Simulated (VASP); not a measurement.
Te:

```
Te
1.0
     2.30590    1.33131    1.69095
    -2.30590    1.33131    1.69095
     0.00000   -2.66263    1.69095
Te
1
Direct
  0.50000 0.50000 0.50000
```

This isn't the form of Te at room conditions, which is trigonal, of chains.

- Program: VASP 6.6.1
- Task: relaxation of cell and atoms
- Functional: LDA
- Potentials or basis: VASP PAW LDA potentials, release 64 (Te)
- Cutoff: 600 eV
- k mesh: 9 × 9 × 9
- Occupations: fermi-dirac, width 0.05 eV
- Spin: no spin polarisation

At the start: pressure -1.0 GPa; volume 31.15 Å³/atom.

Q: How do energy, volume and symmetry change on relaxing?

A: Over 15 steps the energy falls by 2.6 meV/atom and the volume is 30.81 Å³/atom (-1.1 %); space group R-3m (No. 166, to 0.05 Å).

Step by step:
```csv
step,energy change (eV),largest force (eV/Å),pressure (GPa),volume (Å³)
1,0.0000,0.0000,-1.02,31.15
2,-0.0009,0.0000,0.75,30.26
3,-0.0018,0.0000,0.00,30.62
4,-0.0018,0.0000,0.02,30.61
5,-0.0018,0.0000,0.03,30.61
6,-0.0018,0.0000,0.03,30.62
7,-0.0019,0.0000,0.03,30.65
8,-0.0021,0.0000,0.02,30.69
9,-0.0025,0.0000,-0.03,30.78
10,-0.0020,0.0000,-0.20,30.93
11,-0.0026,0.0000,-0.04,30.82
12,-0.0026,0.0000,-0.09,30.85
13,-0.0026,0.0000,-0.06,30.83
14,-0.0026,0.0000,0.12,30.74
15,-0.0026,0.0000,-0.01,30.81
```

Final structure:
```
Te
1.0
     2.25651    1.30280    1.74650
    -2.25651    1.30280    1.74650
     0.00000   -2.60559    1.74650
Te
1
Direct
  0.50000 0.50000 0.50000
```
